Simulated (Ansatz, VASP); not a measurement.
## Two plane-wave programs on Cu

INCAR

```
SYSTEM = Cu
PREC = Accurate
ENCUT = 520
EDIFF = 1E-7
ISMEAR = -1
SIGMA = 0.05
LREAL = .False.
LASPH = .True.
NELM = 60
ALGO = Normal
ISIF = 2
LWAVE = .False.
LCHARG = .False.
GGA = PE
NBANDS = 18
```

Contents of KPOINTS:

```
Automatic mesh
0
Gamma
  11 11 11
  0 0 0
```

File POSCAR:

```
Cu
1.0
    1.2184636900     -3.9763780104      0.0000000000
    1.2184636900      3.9763780104      0.0000000000
    0.0000000000      0.0000000000      2.4754955235
Cu
2
Direct
    0.8661333500      0.1338666500      0.7500000000
    0.1338666500      0.8661333500      0.2500000000
```

Contents of input.yaml:

```yaml
crystal:
  lattice:
    - [1.21846369, -3.9763780104, 0.0]
    - [1.21846369, 3.9763780104, 0.0]
    - [0.0, 0.0, 2.4754955235]
  atoms:
    - { symbol: Cu, position: [0.86613335, 0.13386665, 0.75] }
    - { symbol: Cu, position: [0.13386665, 0.86613335, 0.25] }
hamiltonian:
  xc: pbe
  pseudopotentials: { kind: paw }
kpoints:
  mp_grid: { grid: [11, 11, 11] }
scf:
  occupations: { method: fermi_dirac, width: 0.05 }
output:
  forces: true
  stress: true
  eigenvalues: true
```

This isn't the form of Cu at room conditions, which is fcc.

Alike in both runs: task single point; functional PBE; k mesh 11 × 11 × 11; occupations fermi-dirac, width 0.05 eV; no spin polarisation.

```csv
,VASP,Ansatz
version,VASP 6.6.1,Ansatz 0.2.0
potentials or method,"VASP PAW PBE potentials, release 64 (Cu)",Ansatz PAW
plane-wave cutoff (eV),520,420
valence electrons in the cell,22,38
```

Ansatz gave:

```
gap on the k mesh at the Fermi level (eV)       : none
pressure (GPa)                                  : 6.6
largest component of the traceless stress (GPa) : 0.54
rms of the force components (eV/Å)              : 0.028
```

Q: Which values does VASP return?

A: gap on the k mesh at the Fermi level (eV): none; pressure (GPa): 7.1; largest component of the traceless stress (GPa): 0.58; rms of the force components (eV/Å): 0.030.

Atom by atom the forces differ by 0.002 eV/Å (rms over components). A gap of «none» marks a metal or a gap that the smearing closes. The two sets of potentials don't hold the same shells in valence.
